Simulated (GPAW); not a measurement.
Runs of GPAW 26.7.0 on Fe. The structure is hexagonal, space group P6_3/mmc (No. 194). Conventional cell: a = 2.434 Å, b = 2.434 Å, c = 3.842 Å, α = 90.00°, β = 90.00°, γ = 120.00°. Fe (site symmetry -6m2) is surrounded by 12 Fe at 2.38 to 2.43 Å. This isn't the form of Fe at room conditions, which is bcc.

```tsv
task	level	potentials or basis	cell	k mesh	cutoff (eV)	maxiter	optimizer	fmax	max steps	mesh quality	gap on the mesh (eV)	pressure (GPa)	moment (μB)	relaxed volume (Å³/atom)
relaxation of cell and atoms	r2SCAN+D3(BJ)	GPAW PAW data sets (gpaw-data 1.2.1), pw	relaxed	9 × 9 × 5	600	150	LBFGS	0.05 eV/Å	100	not flagged	none	0.0	5.70	12.29
relaxation of cell and atoms	r2SCAN	GPAW PAW data sets (gpaw-data 1.2.1), pw	relaxed	9 × 9 × 5	600	150	FIRE	0.05 eV/Å	100	not flagged	none	0.0	5.81	(a)
relaxation of cell and atoms	rSCAN+D4	GPAW PAW data sets (gpaw-data 1.2.1), pw	relaxed	9 × 9 × 5	600	150	LBFGS	0.02 eV/Å	60	not flagged	none	0.0	(b)	12.17
single point	HSE06	GPAW PAW data sets (gpaw-data 1.2.1), pw	as given	4 × 4 × 3	450	60	-	-	-	coarse	none	-	5.00	-
```

Alike in all rows: spin collinear, ferromagnetic start; smearing fermi-dirac 0.05 eV.

Question: Estimate the missing entries.

Answer: (a) 12.51; (b) 5.58.

Caveats: some runs use coarse meshes; the PAW data sets were made with another functional, which shifts forces and pressure a little; each step starts from the last one's moments, so a moment once lost doesn't come back (some runs); later steps reuse the first step's grids (some runs); the volume moved by over 15 % at a fixed basis, so the end points are rough (some runs); pairwise dispersion overbinds metals, which lowers pressure and volume (some runs); exact exchange converges slowly with the k mesh, and this mesh is small (some runs).

A k mesh can miss the band edges.

A gap of «none» marks a metal or a gap under the smearing width.

Not every run made on this cell is shown here.
